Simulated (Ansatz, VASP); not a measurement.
Two plane-wave programs on LiF

```xyz
2
Lattice="0.0000 2.0140 2.0140 1.7874 0.0000 2.0140 1.7874 2.0140 0.0000" Properties=species:S:1:pos:R:3 pbc="T T T"
Li    0.0000    0.0000    0.0000
F     1.7874    2.0140    2.0140
```

Change from the starting cell: strain -0.1125 x Voigt [1, 0, 0, 0, 0, 0], atoms carried along.

Alike in both runs: task single point; functional PBE; k mesh 10 × 10 × 10; occupations gaussian, width 0.05 eV; no spin polarisation.

|  | VASP | Ansatz |
| --- | --- | --- |
| version | VASP 6.6.1 | Ansatz 0.2.0 |
| potentials or method | VASP PAW PBE potentials, release 64 (Li_sv, F) | scalar-relativistic, plane waves, PAW |
| plane-wave cutoff (eV) | 520 | 420 |
| valence electrons in the cell | 10 | 10 |

```csv
,VASP,Ansatz,Ansatz less VASP
gap on the k mesh at the Fermi level (eV),10.03,10.03,+0.001
least direct gap on the mesh (eV),10.03,10.03,+0.001
```

 A k mesh can miss the band edges.
